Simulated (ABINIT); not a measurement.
Crystal: WC (Qusongite).

```
CELL_PARAMETERS angstrom
2.90650 0.00000 0.00000
-1.45325 2.51710 0.00000
0.00000 0.00000 2.83660
ATOMIC_POSITIONS crystal
W 0.00000 0.00000 0.00000
C 0.66667 0.33333 0.50000
```

Base run:

```yaml
Program: ABINIT 10.8.3 (patched build)
Functional: HCTH407
Potentials_or_basis: JTH PAW PBE v2.0
Cutoff: 517 eV
k_mesh: 10 × 10 × 9
Occupations: fermi-dirac, width 0.05 eV
Spin: no spin polarisation
```

Its results: band gap on the k mesh none (metal or under the smearing width); pressure -8.8 GPa.

Task: After a change of settings the same cell gave: band gap on the k mesh none (metal or under the smearing width); pressure 9.4 GPa. Which change was it?
A. functional from HCTH407 to PBEsol
B. functional from HCTH407 to PBE
C. functional from HCTH407 to revPBE
D. functional from HCTH407 to RPBE; spin from no spin polarisation to spin-orbit coupling, no magnetisation

Result: C.

Caveats: the PAW data sets were made with another functional, which shifts forces and pressure a little; spin-orbit coupling is left out, which moves the levels of the heavy elements.
